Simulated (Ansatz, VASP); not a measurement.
## CuAu in VASP and in Ansatz

INCAR

```
SYSTEM = CuAu
PREC     = Accurate       ! precision mode
ENCUT    = 520            ! plane-wave cutoff, eV
EDIFF    = 1E-6           ! SCF threshold, eV
ISMEAR   = 0              ! smearing method
SIGMA    = 0.1            ! smearing width, eV
LREAL    = .FALSE.        ! projectors in reciprocal space
LASPH    = .TRUE.         ! aspherical terms in the spheres
NELM     = 60             ! most SCF steps
ALGO     = Fast           ! electronic algorithm
ISIF     = 2              ! what is computed and relaxed
LWAVE    = .FALSE.        ! write WAVECAR
LCHARG   = .FALSE.        ! write CHGCAR
GGA      = PS             ! functional
NBANDS   = 18             ! bands
```

Contents of KPOINTS:

```
Automatic mesh
0
G
  6 6 6
  0 0 0
```

The input POSCAR:

```
CuAu
1.0
    2.8000000000      0.0000000000      0.0000000000
    0.0000000000      2.8000000000      0.0000000000
    0.0000000000      0.0000000000      3.6700000000
Cu Au
1 1
Direct
    0.5000000000      0.5000000000      0.5000000000
    0.0000000000      0.0000000000      0.0000000000
```

Input for Ansatz:

```yaml
crystal:
  lattice:
    - [2.8, 0.0, 0.0]
    - [0.0, 2.8, 0.0]
    - [0.0, 0.0, 3.67]
  atoms:
    - { symbol: Cu, position: [0.5, 0.5, 0.5] }
    - { symbol: Au, position: [0.0, 0.0, 0.0] }
basis:
  ecutwfc: 420
kpoints:
  mp_grid: { grid: [6, 6, 6] }
hamiltonian:
  xc: pbesol
scf:
  occupations: { method: gaussian, width: 0.1 }
output:
  forces: true
  stress: true
  eigenvalues: true
```

Alike in both runs: task single point; functional PBEsol; k mesh 6 × 6 × 6; occupations gaussian, width 0.1 eV; no spin polarisation.

```csv
,VASP,Ansatz
version,VASP 6.6.1,Ansatz 0.2.0
potentials or method,"VASP PAW PBE potentials, release 64 (Cu, Au)","scalar-relativistic, plane waves, PAW"
plane-wave cutoff (eV),520,420
valence electrons in the cell,22,38
```

```csv
,VASP,Ansatz,Ansatz less VASP
gap on the k mesh at the Fermi level (eV),none,none,-
pressure (GPa),-1.4,-1.4,-0.01
largest component of the traceless stress (GPa),2.04,2.12,+0.079
```

A gap of «none» marks a metal or a gap that the smearing closes. With one functional, cell and mesh, what is left measures potentials, basis and numerics. The two sets of potentials don't hold the same shells in valence.

Caveats: the k mesh is coarse (spacing up to 0.37 Å⁻¹), so the values aren't converged; the PAW data sets were made with another functional, which shifts forces and pressure a little (VASP). The runs have no spin-orbit coupling, so splittings on Au are missing.
